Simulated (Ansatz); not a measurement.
NaH built on the zincblende prototype, relaxed with r2SCAN, was run in the plane-wave code Ansatz under altered settings. All numbers are computed, without spin polarisation but where a row says otherwise.

```xyz
2
Lattice="0.0000 2.5969 2.5969 2.5969 0.0000 2.5969 2.5969 2.5969 0.0000" Properties=species:S:1:pos:R:3 pbc="T T T"
Na    0.0000    0.0000    0.0000
H     1.2985    1.2985    1.2985
```

The base run's other keys:
```yaml
kpoints:
  mp_grid: { grid: [4, 4, 4] }
hamiltonian:
  xc: hse06
scf:
  occupations: { method: fixed }
  n_extra_bands: 4
```

It takes 10 iterations with 701 plane waves at 420 eV and 8 k points, and leaves a mean stress of +0.05 GPa. The gap over this mesh is 4.616 eV.

Outcomes, with energy and stress as changes against the base:

| setting | outcome | ΔF (meV/atom) | Δ mean stress (GPa) | gap on the mesh (eV) | iterations |
| --- | --- | --- | --- | --- | --- |
| PBE hybrid, exx coeff 0.5, omega 0.1 1/Å | converged | – | -0.2 | 6.330 | 14 |
| PBE hybrid, exx coeff 0.5, omega 0.5 1/Å | converged | – | -0.2 | 4.565 | 11 |
| scf.exx.ecutfock_ratio: 4 | converged | 0.0 | 0.0 | 4.616 | 10 |
| PBE hybrid, exx coeff 0.05, unscreened | converged | – | +0.2 | 3.950 | 9 |
| basis.ecutwfc: 350 | converged, warned | +3.5 | 0.0 | 4.615 | 10 |
| basis.xc_grid: 3 | converged | 0.0 | 0.0 | 4.616 | 10 |

A dash marks a value that wasn't obtained or can't be compared. Stress is positive in compression.

- PBE hybrid, exx coeff 0.5, omega 0.1 1/Å. That is 50 % exact exchange, screened with ω = 0.1 1/Å, against HSE06's 25 % screened at 0.208 1/Å. The mean stress moves by -0.2 GPa and the gap on the mesh by +1.715 eV (to 6.330). Totals of different functionals aren't comparable. The program warns that on this mesh the truncation of the exchange isn't bounded, so part of the change can be an error of the mesh.
- PBE hybrid, exx coeff 0.5, omega 0.5 1/Å. That is 50 % exact exchange, screened with ω = 0.5 1/Å, against HSE06's 25 % screened at 0.208 1/Å. The mean stress moves by -0.2 GPa and the gap on the mesh by -0.050 eV (to 4.565). Totals of different functionals aren't comparable.
- PBE hybrid, exx coeff 0.05, unscreened. That is 5 % exact exchange, at all ranges, against HSE06's 25 % screened at 0.208 1/Å. The mean stress moves by +0.2 GPa and the gap on the mesh by -0.665 eV (to 3.950). Totals of different functionals aren't comparable.
- basis.ecutwfc: 350. 531 plane waves in place of 701. The free energy moves by +3.5 meV an atom, the mean stress by 0.0 GPa and the gap on the mesh by -0.001 eV (to 4.615). The basis is too small: these are errors of the cutoff. Warned: cutoff below recommended.

Within 1 meV an atom, 0.1 GPa and 0.005 eV of the base stay: scf.exx.ecutfock_ratio: 4; basis.xc_grid: 3.

The program warns that its thresholds are loose for a hybrid's stress.

The meshes of the hybrids are coarse, so their gaps aren't converged to the digits shown.
